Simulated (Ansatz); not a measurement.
Al:

```xyz
1
Lattice="0.0000 2.0248 2.0248 2.0248 0.0000 2.0248 2.0248 2.0248 0.0000" Properties=species:S:1:pos:R:3 pbc="T T T"
Al    0.0000    0.0000    0.0000
```

Base run:

* Program: Ansatz 0.2.0
* Functional: PBE
* Potentials or basis: all-electron LAPW, scalar-relativistic
* Cutoff: 115 eV (chosen from the basis error)
* Basis error allowed: 0.002 eV/atom
* k mesh: 8 × 8 × 8
* Occupations: fermi-dirac, width 0.03 eV
* Spin: no spin polarisation

Its results: band gap on the k mesh none (metal or under the smearing width); pressure -0.4 GPa.

Q: The run is repeated on the same cell with these changes: basis error allowed from 0.002 eV/atom to 0.003 eV/atom; k mesh from 8 × 8 × 8 to 7 × 7 × 7. What comes out?

A: Band gap on the k mesh none (metal or under the smearing width); pressure -1.1 GPa.

Caveats: some runs use coarse meshes; the k mesh is thin for a metal, which can move the energy by tens of meV per atom (some runs).
